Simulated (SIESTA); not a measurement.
HfC in SIESTA: the effect of functional

The system is HfC.

```
CELL_PARAMETERS angstrom
0.00000 2.32500 2.32500
2.32500 0.00000 2.32500
2.32500 2.32500 0.00000
ATOMIC_POSITIONS crystal
Hf 0.50000 0.50000 0.50000
C 0.00000 0.00000 0.00000
```

Alike in all runs:

```yaml
Program: SIESTA 5.4.2
Task: single point
Basis: DZP (energy shift 0.003 Ry; two zetas on semicore shells)
Grid_cutoff: 800 Ry
Energy_shift: 0.003 Ry
k_mesh: 10 × 10 × 10
Occupations: fermi-dirac, width 0.05 eV
Spin: no spin polarisation
```

```tsv
functional	potentials or basis	pressure (GPa)
LDA	PseudoDojo 0.4 standard (LDA files)	-9.9
PBEsol	PseudoDojo 0.4 standard (PBEsol files)	-3.6
AM05	PseudoDojo 0.4 standard (PBEsol files)	-4.2
WC	PseudoDojo 0.4 standard (PBEsol files)	-3.1
PW91	PseudoDojo 0.4 standard (PBE files)	3.1
revPBE	PseudoDojo 0.4 standard (PBE files)	5.7
RPBE	PseudoDojo 0.4 standard (PBE files)	6.7
BLYP	PseudoDojo 0.4 standard (PBE files)	?
```

Problem. What does the run with functional BLYP give?

Solution. Pressure 10.4 GPa.

Caveats: short orbitals over semicore shells can move pressures by several GPa; the basis of atomic orbitals isn't converged, which shifts pressures, moduli and gaps; the potentials were made for another functional, which shifts forces and pressure (some runs).

Runs at the PBE level aren't shown here.
